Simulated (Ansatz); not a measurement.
Cu Kα1 powder pattern (kinematic, no thermal factors).
```json
{"2θ (°)": "17.77", "relative intensity": "20"}
{"2θ (°)": "25.23", "relative intensity": "94"}
{"2θ (°)": "25.24", "relative intensity": "92"}
{"2θ (°)": "35.98", "relative intensity": "14"}
{"2θ (°)": "35.99", "relative intensity": "28"}
{"2θ (°)": "40.41", "relative intensity": "25"}
{"2θ (°)": "44.46", "relative intensity": "100"}
{"2θ (°)": "44.48", "relative intensity": "26"}
{"2θ (°)": "48.26", "relative intensity": "3"}
{"2θ (°)": "51.80", "relative intensity": "2"}
{"2θ (°)": "51.81", "relative intensity": "49"}
{"2θ (°)": "51.82", "relative intensity": "26"}
{"2θ (°)": "55.21", "relative intensity": "25"}
{"2θ (°)": "58.49", "relative intensity": "7"}
{"2θ (°)": "61.64", "relative intensity": "14"}
{"2θ (°)": "67.68", "relative intensity": "3"}
{"2θ (°)": "70.61", "relative intensity": "18"}
{"2θ (°)": "70.62", "relative intensity": "1"}
{"2θ (°)": "70.64", "relative intensity": "5"}
{"2θ (°)": "73.49", "relative intensity": "21"}
{"2θ (°)": "76.31", "relative intensity": "10"}
{"2θ (°)": "76.34", "relative intensity": "3"}
{"2θ (°)": "79.11", "relative intensity": "11"}
{"2θ (°)": "81.88", "relative intensity": "7"}
{"2θ (°)": "81.91", "relative intensity": "16"}
{"2θ (°)": "84.65", "relative intensity": "4"}
{"2θ (°)": "87.37", "relative intensity": "5"}
{"2θ (°)": "87.38", "relative intensity": "4"}
{"2θ (°)": "87.41", "relative intensity": "11"}
```

The pattern is computed from a structure relaxed with DFT PBE, scalar-relativistic, plane waves, PAW in Ansatz. No spin polarisation. Its elements are Ge.

**Question.** Give the structure.

**Answer.** Ge.
Space group I4/mmm (No. 139). a = 7.053 Å, b = 7.053 Å, c = 4.070 Å, α = 90.00°, β = 90.00°, γ = 90.00°
```json
{"atom": "Ge", "site": "8h", "symmetry": "m.2m", "x": "0.6785", "y": "0.6785", "z": "0.0000"}
```

A pattern alone doesn't exclude other cells with like lines; this is the one computed.

Another cell of Ge relaxed alike, in Cmmm, lies 29 meV/atom lower, so this cell isn't the stable form at this level.

The cell was found from a structure generator's guess, not taken from experiment.
